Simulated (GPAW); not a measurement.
Crystal: TiO2.

```
Ti O
1.0
     4.59984    0.00000    0.00000
     0.00000    4.59984    0.00000
     0.00000    0.00000    2.95921
Ti O
2 4
Direct
  0.00000 0.00000 0.50000
  0.50000 0.50000 0.00000
  0.30432 0.30432 0.50000
  0.19568 0.80432 0.00000
  0.80432 0.19568 0.00000
  0.69568 0.69568 0.50000
```

The cell is a database's computed one.

- Program: GPAW 26.7.0
- Task: relaxation of cell and atoms
- Functional: BLYP
- Potentials or basis: PAW data sets generated in the run's folder for this functional
- Cutoff: 800 eV
- Basis: pw
- k mesh: 4 × 4 × 6
- Occupations: fermi-dirac, width 0.05 eV
- Spin: no spin polarisation

At the start: pressure 10.6 GPa; volume 10.44 Å³/atom.

Task: How do energy, volume and symmetry change on relaxing?

Result: Over 8 steps the energy falls by 16.6 meV/atom and the volume is 10.92 Å³/atom (+4.7 %); space group P4_2/mnm (No. 136, to 0.05 Å).

The path:
```csv
step,energy change (eV),largest force (eV/Å),pressure (GPa),volume (Å³)
1,0.0000,0.0832,10.57,62.61
2,-0.0201,0.0349,9.24,62.92
3,-0.0912,0.1909,0.91,65.11
4,-0.0944,0.1606,0.23,65.34
5,-0.0984,0.0469,-0.38,65.63
6,-0.0990,0.0031,-0.19,65.62
7,-0.0991,0.0239,0.01,65.58
8,-0.0994,0.0384,0.23,65.54
```

Final structure:
```
CELL_PARAMETERS angstrom
4.67518 0.00000 0.00000
0.00000 4.67518 0.00000
0.00000 0.00000 2.99862
ATOMIC_POSITIONS crystal
Ti 0.00000 0.00000 0.50000
Ti 0.50000 0.50000 0.00000
O 0.30571 0.30571 0.50000
O 0.19429 0.80571 0.00000
O 0.80571 0.19429 0.00000
O 0.69429 0.69429 0.50000
```

Caveat: the k mesh is coarse; later steps reuse the first step's grids.
